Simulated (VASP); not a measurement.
# Sr: single point with PBE

Crystal: Sr.

```
Sr
1.0
    -2.41866    2.41866    2.41866
     2.41866   -2.41866    2.41866
     2.41866    2.41866   -2.41866
Sr
1
Direct
  0.00000 0.00000 0.00000
```

This isn't the form of Sr at room conditions, which is fcc.

The cell isn't the ideal one: volume scaled by 0.98.

| Quantity | Value |
| --- | --- |
| Program | VASP 6.6.1 |
| Task | single point |
| Functional | PBE |
| Potentials or basis | VASP PAW PBE potentials, release 64 (Sr_sv) |
| Cutoff | 520 eV |
| k mesh | 8 × 8 × 8 |
| Occupations | fermi-dirac, width 0.05 eV |
| Spin | no spin polarisation |

```
Pressure               : -0.5 GPa
Band gap on the k mesh : none (metal or under the smearing width)
```

Levels at points of the mesh, in eV from the Fermi level:
| k point | band 1 | band 2 | band 3 | band 4 | band 5 | band 6 | band 7 | band 8 | band 9 | band 10 |
| --- | --- | --- | --- | --- | --- | --- | --- | --- | --- | --- |
| (0.00, 0.00, 0.00) | -36.66 | -18.56 | -18.56 | -18.56 | -3.59 | 2.35 | 2.35 | 2.35 | 3.64 | 3.64 |
| (0.50, 0.00, 0.00) | -36.65 | -18.73 | -18.62 | -18.56 | -0.98 | 0.19 | 1.22 | 3.44 | 4.11 | 5.28 |
| (0.50, 0.50, 0.50) | -36.64 | -18.68 | -18.68 | -18.68 | -0.09 | -0.09 | 3.51 | 3.51 | 3.51 | 4.89 |

Wall time 12 s on 1 thread of Intel(R) Xeon(R) Platinum 8259CL CPU @ 2.50GHz (Skylake/Cascade Lake), on a shared host, peak memory 0.17 GiB.
